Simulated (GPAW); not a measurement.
# CdO (Monteponite) (Fm-3m) in GPAW: a series of runs

One crystal, CdO (Monteponite), is run at these levels: LDA, PBE, AM05, PW91; tasks: equation of state, band structure.

Program: GPAW 26.7.0. These are calculated values, not measurements. Logs are shortened: lines on timing, memory, paths and dates and some standing lists are left out, and cuts for length are marked. The log counts tension as positive stress, the text compression.

## Step 1: The crystal as given

It takes space group Fm-3m (No. 225, cubic). The conventional cell has a = 4.699 Å, b = 4.699 Å, c = 4.699 Å, α = 90.00°, β = 90.00°, γ = 90.00°. Around Cd (site symmetry m-3m) lie 6 O at 2.35 Å. Around O (site symmetry m-3m) lie 6 Cd at 2.35 Å.

## Step 2: Equation of state, LDA

Contents of run.py:

```python
from ase.eos import EquationOfState
from ase.io import Trajectory, read
from ase.units import GPa
from gpaw import GPAW, PW

atoms = read('CdO.cif')

traj = Trajectory('eos.traj', 'w')
volumes, energies = [], []
for x in [0.94, 0.96, 0.98, 1.0, 1.02, 1.04, 1.06]:
    a = atoms.copy()
    a.set_cell(atoms.cell * x**(1 / 3), scale_atoms=True)
    calc = GPAW(mode=PW(800),
                xc='LDA',
                kpts={'size': (8, 8, 8), 'gamma': True},
                occupations={'name': 'fermi-dirac', 'width': 0.05},
                nbands=18,
                convergence={'density': 1e-05, 'energy': 1e-05},
                maxiter=150,
                txt=f'eos-{x:.2f}.txt')
    a.calc = calc
    energies.append(a.get_potential_energy(force_consistent=True))
    volumes.append(a.get_volume())
    p = -a.get_stress()[:3].mean() / GPa
    calc.write(f'eos-{x:.2f}.gpw')
    traj.write(a)
    print(f'{x:.2f} {volumes[-1]:10.4f} A^3 {energies[-1]:14.6f} eV {p:9.3f} GPa', flush=True)

v0, e0, B = EquationOfState(volumes, energies, eos='birchmurnaghan').fit()
print(f'V0 = {v0:.4f} A^3, E0 = {e0:.6f} eV, B0 = {B / GPa:.2f} GPa')
```

Contents of CdO.cif:

```cif
data_CdO
_cell_length_a 3.32269476
_cell_length_b 3.32269476
_cell_length_c 3.32269476
_cell_angle_alpha 60.00000000
_cell_angle_beta 60.00000000
_cell_angle_gamma 60.00000000
_space_group_name_H-M_alt 'P1'
_space_group_name_Hall 'P 1'
_space_group_IT_number 1
loop_
_space_group_symop_operation_xyz
'x,y,z'
loop_
_atom_site_label
_atom_site_type_symbol
_atom_site_symmetry_multiplicity
_atom_site_Wyckoff_symbol
_atom_site_fract_x
_atom_site_fract_y
_atom_site_fract_z
_atom_site_occupancy
Cd1 Cd 1 a 0.0000000000 0.0000000000 0.0000000000 1
O1 O 1 a 0.5000000000 0.5000000000 0.5000000000 1
```

Potentials or basis: the program's PAW data sets (release 1.2.1) made for this functional, pw.

The run is started by

```sh
$ OMP_NUM_THREADS=1 python run.py
```

The log of the run:

```text
__  _  _
 | _ |_)|_||  |
 |__||  | ||/\| - 26.7.0

Input parameters:
  mode=PW(ecut=800.0),
  convergence={'density': 1e-05, 'energy': 1e-05},
  kpts=MonkhorstPack(size=(8, 8, 8), gamma=True),
  maxiter=150,
  nbands=18,
  occupations=Occupations(name='fermi-dirac', width=0.05),
  xc=XC(name='LDA')

Diagonalizing LCAO Hamiltonian
Converting LCAO to pw mode

                 O

       Cd

Atoms  # Å, Bohr magnetons
|   | symbol |        x |        y |        z |    initial magnetic moments |
|---|--------|----------|----------|----------|-----------------------------|
| 0 |     Cd | 0.000000 | 0.000000 | 0.000000 | ( 0.0000,  0.0000,  0.0000) |
| 1 |      O | 3.254866 | 1.879198 | 1.328793 | ( 0.0000,  0.0000,  0.0000) |

Unit cell  # Å
| periodic |        x |        y |        z |  lengths |    angles |
|----------|----------|----------|----------|----------|-----------|
|      yes | 3.254866 | 0.000000 | 0.000000 | 3.254866 | 60.000000 |
|      yes | 1.627433 | 2.818796 | 0.000000 | 3.254866 | 60.000000 |
|      yes | 1.627433 | 0.939599 | 2.657587 | 3.254866 | 60.000000 |

Number of symmetries: 48
[... 51 lines left out ...]

BZ-sampling:
  Number of BZ points: 512
  Number of IBZ points: 29

  Monkhorst-Pack size: [8, 8, 8]
  Monkhorst-Pack shift: [0.0625, 0.0625, 0.0625]

K-points  # in reciprocal-cell coordinates
|     |                                coordinates |     weight |
|-----|--------------------------------------------|------------|
|   0 | (  0.00000000,   0.00000000,   0.00000000) | 0.00195312 |
|   1 | (  0.12500000,   0.12500000,   0.00000000) | 0.01171875 |
|   2 | (  0.12500000,   0.12500000,   0.12500000) | 0.01562500 |
|   3 | (  0.25000000,   0.12500000,   0.12500000) | 0.02343750 |
|   4 | (  0.25000000,   0.25000000,   0.00000000) | 0.01171875 |
|   5 | (  0.25000000,   0.25000000,   0.12500000) | 0.04687500 |
|   6 | (  0.25000000,   0.25000000,   0.25000000) | 0.01562500 |
|   7 | (  0.37500000,   0.25000000,  -0.37500000) | 0.04687500 |
|   8 | (  0.37500000,   0.25000000,   0.12500000) | 0.04687500 |
|   9 | (  0.37500000,   0.25000000,   0.25000000) | 0.04687500 |
| ... |                                            |            |
|  28 | (  0.50000000,   0.50000000,   0.50000000) | 0.00781250 |

Plane wave coefficients: 1283
Cutoff: 800.0 eV

Spin-components: 1 (collinear spins)
Bands:           18
Projectors:      11
Spin-degeneracy: 2
Datatype:        complex128

Parallelization:
  kpt:    1
  domain: 1
  band:   1

Density:
  Valence electrons: 18.0
  Components: 1
  Grid points: [24 24 24]
  Charge: 0.0  # |e|

Potential:
  Grid points: [24 24 24]

species:
  Cd:
    name:    Cadmium
    Z:       48.0
    valence: 12
    core:    36
    charge:  0.0  # [|e|]
    compensation charges:
      type: gauss
      rc: 0.38  # [Å]
      lmax: 2
    cutoffs:
      filter: 2.12  # [Å]
      core: 2.62  # [Å]
    projectors
    | kind |    occ | energy [eV] | rcut [Å] |
    |------|--------|-------------|----------|
    |   5s |  2.000 |      -5.950 |    1.191 |
    |   5p |  0.000 |      -1.328 |    1.228 |
    |   4d | 10.000 |     -11.904 |    1.164 |
    |    s |        |      21.261 |    1.191 |
    |    p |        |      25.883 |    1.228 |
    |    d |        |      15.307 |    1.164 |

    Using partial waves for Cd as LCAO basis

  O:
    name:    Oxygen
    Z:       8.0
    valence: 6
    core:    2
    charge:  0.0  # [|e|]
    compensation charges:
      type: gauss
      rc: 0.21  # [Å]
      lmax: 2
    cutoffs:
      filter: 1.17  # [Å]
      core: 0.83  # [Å]
    projectors
    | kind |    occ | energy [eV] | rcut [Å] |
    |------|--------|-------------|----------|
    |   2s |  2.000 |     -23.752 |    0.688 |
    |   2p |  4.000 |      -9.195 |    0.598 |
    |    s |        |       3.459 |    0.688 |
    |    p |        |      18.016 |    0.598 |
    |    d |        |       0.000 |    0.619 |

    Using partial waves for O as LCAO basis

Reference energy: -154063.874720  # eV

eigensolver:
  PPCG
  Converge bands: occupied
  niter=2

density mixing:
  MSR1-Mixer
  Pratt-step length: 0.05
  Maximum mixing coefficient: 0.75
  Old densities: 10
  SVD Regularization: 0.005
  Good broyden scale: 1.0
  Trust region scale: 1.0
  Backstep threshold: 4.0
  History deletion threshold: 6.0
  Fourier metric: weight=20.0, sigma=0.015

occupation numbers:
  Fermi-Dirac:
    width: 0.0500  # eV

poisson solver:
  ecut: 6400.0  # eV

xc functional:
  name: None

convergence criteria:
- Maximum integral of absolute [dens]ity change: 1e-05 electrons / valence electron
- Maximum [total energy] change in last 3 cyles: 1e-05 eV / valence electron
- Maximum integral of absolute [eigenst]ate change: 4e-08 eV^2 / valence electron
maximum number of iterations: 150

SCF iterations
|iter     | |      energy | eigst |  dens |
|---------|-|-------------|-------|-------|
|iter:   1| |  -11.438977 | -0.41 |       |
|iter:   2| |  -10.954686 | -2.29 | -0.98 |
|iter:   3| |   -9.836950 | -1.17 | -1.03 |
|iter:   4| |   -9.816734 | -3.45 | -1.54 |
|iter:   5| |   -9.808212 | -3.73 | -1.80 |
|iter:   6| |   -9.808218 | -5.44 | -2.99 |
|iter:   7| |   -9.808221c| -6.66 | -3.43 |
|iter:   8| |   -9.808220c| -8.45c| -4.44 |
|iter:   9| |   -9.808220c| -9.49c| -5.35c|

Converged in 9 steps
Energy contributions relative to reference atoms: (reference = -154063.874720)

Energy contributions:
  Kinetic:          28.896531
  Coulomb:         -25.036638
  Zero:              0.145441
  External:          0.000000
  Xc:              -13.813109
  Entropy:          -0.000892
  Spinorbit:         0.000000
  ----------------------------
  Free energy:      -9.808666
  Extrapolated:     -9.808220

dipole moment: (-21.315827, -12.306698, -8.702150)  # |e|*Ang

Fermi level: 7.067
Eigenvalues  # (at kpt = [0.000, 0.000, 0.000])
| band index |      eig [eV] | occ [0-2] |
|------------|---------------|-----------|
|          0 |       -10.725 |     2.000 |
|        ... |               |           |
|          2 |         0.163 |     2.000 |
|          3 |         0.163 |     2.000 |
|          4 |         0.501 |     2.000 |
|          5 |         0.501 |     2.000 |
|          6 |         5.211 |     2.000 |
|          7 |         5.211 |     2.000 |
[... 8 lines left out ...]
|         16 |        25.618 |     0.000 |
|         17 |        30.708 |     0.000 |

No gap
No difference between direct/indirect transitions

Stress tensor  # eV/Ang^3
|         x |         y |         z |
|-----------|-----------|-----------|
| -0.019010 |  0.000000 |  0.000000 |
|  0.000000 | -0.019010 | -0.000000 |
|  0.000000 |  0.000000 | -0.019010 |

# Writing to eos-0.94.gpw (mode='')
```

Run time: 1.9 min. Hardware: 1 thread of Arm Neoverse V1, shared host; peak memory 0.24 GiB.

Results:

```
Equilibrium volume                      : 12.42 Å³/atom
Bulk modulus                            : 163 GPa
Pressure derivative of the bulk modulus : 4.8
```

Energy against volume, from the lowest point:
```tsv
volume (Å³/atom)	energy (meV/atom)
12.191	2.16
12.451	0.00
12.710	3.26
12.970	11.36
13.229	23.77
13.488	39.94
13.748	59.50
```

LDA usually gives volumes a few per cent too small. Zero-point motion and thermal expansion aren't in these numbers.

## Step 3: Band structure, PBE

Contents of run.py:

```python
from ase import Atoms
from ase.dft.bandgap import bandgap
from ase.io import write
from gpaw import GPAW

atoms = Atoms(['Cd', 'O'],
              cell=[[0.0, 2.3495, 2.3495],
                    [2.3495, 0.0, 2.3495],
                    [2.3495, 2.3495, 0.0]],
              scaled_positions=[[0.0, 0.0, 0.0],
                                [0.5, 0.5, 0.5]],
              pbc=True)

calc = GPAW(mode='lcao',
            h=0.16,
            basis='sz(dzp)',
            xc='PBE',
            kpts={'size': (8, 8, 8), 'gamma': True},
            occupations={'name': 'fermi-dirac', 'width': 0.05},
            convergence={'density': 1e-05, 'energy': 1e-05},
            maxiter=150,
            txt='gpaw.txt')
atoms.calc = calc
energy = atoms.get_potential_energy()
forces = atoms.get_forces()
calc.write('gs.gpw')
write('result.traj', atoms)
print(f'Energy: {energy:.6f} eV')
print('Forces (eV/A):')
print(forces.round(4))
print('Fermi level:', round(calc.get_fermi_level(), 4), 'eV')
print(f'Gap: {bandgap(calc)[0]:.4f} eV, direct: {bandgap(calc, direct=True)[0]:.4f} eV')

path = atoms.cell.bandpath('GXWKGLUWLK,UX', npoints=100, eps=1e-4)
bs_calc = calc.fixed_density(kpts=path, symmetry='off', txt='bands.txt')
bs = bs_calc.band_structure()
bs.write('bs.json')
print(f'Gap on the path: {bandgap(bs_calc)[0]:.4f} eV')
```

Potentials or basis: GPAW PAW data sets (gpaw-data 1.2.1), lcao:sz(dzp).

The run is started by

```sh
$ OMP_NUM_THREADS=1 python run.py
```

Run time: 54 s. Hardware: 1 thread of Arm Neoverse V1, shared host; peak memory 0.16 GiB.

The run converged, but some of its settings lie outside the range that counts as converged, so its numbers aren't taken as properties of the crystal.

What came out:

- Free energy: -6.6143 eV
- Band gap along the path: none (metal or under the smearing width)

Caveat: the real-space grid adds noise to forces; the basis of atomic orbitals isn't converged, which shifts pressures, moduli and gaps.

## Step 4: Band structure, AM05, spin-orbit coupling, no magnetisation

Contents of run.py:

```python
import numpy as np
from ase.dft.bandgap import bandgap
from ase.io import write
from ase.spacegroup import crystal
from ase.units import GPa
from gpaw import GPAW, PW, setup_paths
from gpaw.spinorbit import soc_eigenstates

setup_paths.insert(0, '.')

# Cd 4a
# O 4b
atoms = crystal(['Cd', 'O'],
                basis=[[0.0, 0.0, 0.0],
                       [0.5, 0.0, 0.0]],
                spacegroup=225, setting=1,  # Fm-3m
                cellpar=[4.699, 4.699, 4.699, 90.0, 90.0, 90.0],
                primitive_cell=True)

calc = GPAW(mode=PW(800),
            xc='AM05',
            kpts={'size': (8, 8, 8), 'gamma': True},
            occupations={'name': 'fermi-dirac', 'width': 0.05},
            nbands=18,
            convergence={'density': 1e-05, 'energy': 1e-05},
            maxiter=150,
            txt='gpaw.txt')
atoms.calc = calc
energy = atoms.get_potential_energy()
forces = atoms.get_forces()
stress = atoms.get_stress()
calc.write('gs.gpw')
write('result.traj', atoms)
print(f'Energy: {energy:.6f} eV')
print('Forces (eV/A):')
print(forces.round(4))
print('Stress (GPa):', (stress / GPa).round(3))
print('Fermi level:', round(calc.get_fermi_level(), 4), 'eV')
print(f'Gap: {bandgap(calc)[0]:.4f} eV, direct: {bandgap(calc, direct=True)[0]:.4f} eV')

path = atoms.cell.bandpath('GXWKGLUWLK,UX', npoints=100, eps=1e-4)
bs_calc = calc.fixed_density(kpts=path, symmetry='off', nbands=27,
                             convergence={'bands': 'CBM+6.0', 'eigenstates': 1e-6}, txt='bands.txt')
bs = bs_calc.band_structure()
bs.write('bs.json')
print(f'Gap on the path: {bandgap(bs_calc)[0]:.4f} eV')

soc = soc_eigenstates(bs_calc, theta=54.7, phi=45)
np.savetxt('soc_bands.dat', soc.eigenvalues(), fmt='%.4f')
mesh = soc_eigenstates('gs.gpw', theta=54.7, phi=45)
np.savetxt('soc_mesh.dat', mesh.eigenvalues(), fmt='%.4f')
print('Fermi level with spin-orbit coupling:', round(mesh.fermi_level, 4), 'eV')
```

Potentials or basis: PAW data sets generated in the run's folder for this functional, pw.

The run is started by

```sh
$ gpaw-setup -f AM05 Cd O
$ OMP_NUM_THREADS=1 python run.py
```

Run time: 56 s. Hardware: 1 thread of Arm Neoverse V1, shared host; peak memory 0.3 GiB.

It converged, with:

| Item | Value |
| --- | --- |
| Free energy | -8.4504 eV |
| Pressure | -0.7 GPa |
| Band gap along the path | none (metal or under the smearing width) |

Levels at the corners of the path, in eV from the Fermi level:
| point | band 15 | band 16 | band 17 | band 18 | band 19 | band 20 |
| --- | --- | --- | --- | --- | --- | --- |
| Γ | -1.55 | -1.55 | -1.55 | -1.55 | -0.62 | -0.62 |
| X | -2.59 | -2.59 | -2.51 | -2.51 | 3.65 | 3.65 |
| W | -3.19 | -3.19 | -2.05 | -2.05 | 5.78 | 5.78 |
| K | -3.07 | -3.07 | -1.44 | -1.44 | 5.19 | 5.19 |
| Γ | -1.55 | -1.55 | -1.55 | -1.55 | -0.62 | -0.62 |
| L | -0.16 | -0.16 | -0.13 | -0.13 | 4.13 | 4.13 |
| U | -3.07 | -3.07 | -1.44 | -1.44 | 5.19 | 5.19 |
| W | -3.19 | -3.19 | -2.05 | -2.05 | 5.78 | 5.78 |
| L | -0.16 | -0.16 | -0.13 | -0.13 | 4.13 | 4.13 |
| K | -3.07 | -3.07 | -1.44 | -1.44 | 5.19 | 5.19 |
| U | -3.07 | -3.07 | -1.44 | -1.44 | 5.19 | 5.19 |
| X | -2.59 | -2.59 | -2.51 | -2.51 | 3.65 | 3.65 |

Caveat: spin-orbit coupling was added after a scalar SCF, so levels and gaps hold it while energy, forces, pressure and moments don't; this program's spin-orbit splittings come out too wide for heavy elements; this crystal is a semiconductor, whose small gap the functional closes, so the metal is an error of the method.

## Step 5: Equation of state, PW91

Contents of run.py:

```python
from ase.eos import EquationOfState
from ase.io import Trajectory, read
from ase.units import GPa
from gpaw import GPAW, PW, setup_paths

setup_paths.insert(0, '.')

atoms = read('CdO.xyz')

traj = Trajectory('eos.traj', 'w')
volumes, energies = [], []
for x in [0.94, 0.96, 0.98, 1.0, 1.02, 1.04, 1.06]:
    a = atoms.copy()
    a.set_cell(atoms.cell * x**(1 / 3), scale_atoms=True)
    calc = GPAW(mode=PW(800),
                xc='GGA_X_PW91+GGA_C_PW91',
                kpts={'size': (8, 8, 8), 'gamma': True},
                occupations={'name': 'fermi-dirac', 'width': 0.05},
                nbands=18,
                convergence={'density': 1e-05, 'energy': 1e-05},
                maxiter=150,
                txt=f'eos-{x:.2f}.txt')
    a.calc = calc
    energies.append(a.get_potential_energy(force_consistent=True))
    volumes.append(a.get_volume())
    p = -a.get_stress()[:3].mean() / GPa
    calc.write(f'eos-{x:.2f}.gpw')
    traj.write(a)
    print(f'{x:.2f} {volumes[-1]:10.4f} A^3 {energies[-1]:14.6f} eV {p:9.3f} GPa', flush=True)

v0, e0, B = EquationOfState(volumes, energies, eos='birchmurnaghan').fit()
print(f'V0 = {v0:.4f} A^3, E0 = {e0:.6f} eV, B0 = {B / GPa:.2f} GPa')
```

Contents of CdO.xyz:

```xyz
2
Lattice="0.0000000000 2.3495000000 2.3495000000 2.3495000000 0.0000000000 2.3495000000 2.3495000000 2.3495000000 0.0000000000" Properties=species:S:1:pos:R:3 pbc="T T T"
Cd     0.0000000000      0.0000000000      0.0000000000
O      2.3495000000      2.3495000000      2.3495000000
```

The run is started by

```sh
$ gpaw-setup -f GGA_X_PW91+GGA_C_PW91 Cd O
$ OMP_NUM_THREADS=1 python run.py
```

Run time: 2 min. Hardware: 1 thread of Arm Neoverse V1, shared host; peak memory 0.28 GiB.

The run converged. Its results:

```yaml
Equilibrium_volume: 13.44 Å³/atom
Bulk_modulus: 130 GPa
Pressure_derivative_of_the_bulk_modulus: 4.7
```

Energy against volume, from the lowest point:
| volume (Å³/atom) | energy (meV/atom) |
| --- | --- |
| 12.191 | 56.66 |
| 12.451 | 34.18 |
| 12.710 | 17.87 |
| 12.970 | 7.12 |
| 13.229 | 1.36 |
| 13.488 | 0.00 |
| 13.748 | 2.64 |

Zero-point motion and thermal expansion aren't in these numbers.

## Step 6: Summary

```csv
task,level,potentials or basis,spin,band path,band points,spin axis theta (degrees),spin axis phi (degrees),soc after scf,V0 of scaled cells (Å³/atom),B0 (GPa)
equation of state,LDA,"the program's PAW data sets (release 1.2.1) made for this functional, pw",off,-,-,-,-,-,12.42,163
band structure,AM05,"PAW data sets generated in the run's folder for this functional, pw","SOC, no magnetisation","GXWKGLUWLK,UX",100,54.7,45,second variation,-,-
equation of state,PW91,"PAW data sets generated in the run's folder for this functional, pw",off,-,-,-,-,-,13.44,130
```

Alike in all rows: cell as given; k mesh 8 × 8 × 8; cutoff (eV) 800; smearing fermi-dirac 0.05 eV.

Caveats: spin-orbit coupling was added after a scalar SCF, so levels and gaps hold it while energy, forces, pressure and moments don't (some runs); this program's spin-orbit splittings come out too wide for heavy elements (some runs); this crystal is a semiconductor, whose small gap the functional closes, so the metal is an error of the method (some runs).

Total energies depend on the potentials used, so only differences within one code and one set of settings carry meaning.
